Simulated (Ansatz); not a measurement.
TiO₂: the gap under strain

TiO₂, I4_1/amd, a = 3.818 Å, c = 9.775 Å. The compound has several low-lying forms, and this is one of them. Ansatz: PBE+U, PAW, 420 eV, Γ-centred 6×6×4 mesh on 12 atoms, Gaussian smearing 0.02 eV; U_eff Ti 4.00 eV; no spin polarisation. Series: biaxial strain in the a-b plane, c and atoms relaxed; x is the strain in per cent. The gap is sought over the whole zone.

| x (%) | gap y (eV) |
| --- | --- |
| -4.5 | ? |
| -3.0 | 2.894 |
| -1.5 | 2.748 |
| 0.0 | 2.620 |
| 1.5 | 2.517 |
| 3.0 | 2.438 |

Fit y = E0 + c1 x + c2 x² to the other rows, give the deformation potential for this strain, and predict the missing gap.

Least squares on the rows shown. y = 2.6207 − 0.076200 x + 0.0050476 x². The deformation potential is 100 c1 = -7.62 eV per unit strain. At x = -4.5 the fit asked for gives 3.066 eV. The run gave 2.978 eV, so the fit is 0.088 eV too high, 16 % of the span of the series, against an rms of 0.0010 eV on the fitted rows. The row lies outside the fitted range. With a term in x³ added, a fit to the same known rows predicts 3.057 eV, no real gain. The records add, with no proof that it causes the miss: a band edge sits at another point of the zone than in the run one row down.

Semilocal functionals give gaps under the measured ones; changes of the gap mostly carry over better.